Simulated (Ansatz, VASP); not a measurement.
# Ir: VASP beside Ansatz

```
Ir
1.0
     4.90815    0.00000    0.00000
     0.00000    4.90815    0.00000
     0.00000    0.00000    4.90815
Ir
8
Direct
  0.50000 0.50000 0.50000
  0.00000 0.00000 0.00000
  0.25000 0.00000 0.50000
  0.50000 0.25000 0.00000
  0.50000 0.75000 0.00000
  0.75000 0.00000 0.50000
  0.00000 0.50000 0.75000
  0.00000 0.50000 0.25000
```

Alike in both runs: functional r2SCAN; k mesh 8 × 8 × 8; occupations gaussian, width 0.1 eV; no spin polarisation.

Ansatz relaxed the structure, and its values are those at the end. VASP's run is a single point on that final structure, the one shown.

|  | VASP | Ansatz |
| --- | --- | --- |
| version | VASP 6.6.1 | Ansatz 0.2.0 |
| potentials or method | VASP PAW PBE potentials, release 64 (Ir) | scalar-relativistic, plane waves, PAW |
| plane-wave cutoff (eV) | 520 | 500 |
| valence electrons in the cell | 72 | 136 |

|  | VASP | Ansatz | Ansatz less VASP |
| --- | --- | --- | --- |
| gap on the k mesh at the Fermi level (eV) | none | none | - |
| pressure (GPa) | 2.3 | 0.0 | -2.33 |

A gap of «none» marks a metal or a gap that the smearing closes. The two sets of potentials don't hold the same shells in valence.

Caveats: the PAW data sets were made with another functional, which shifts forces and pressure a little (VASP). Spin-orbit coupling is left out, which matters for the levels of Ir.
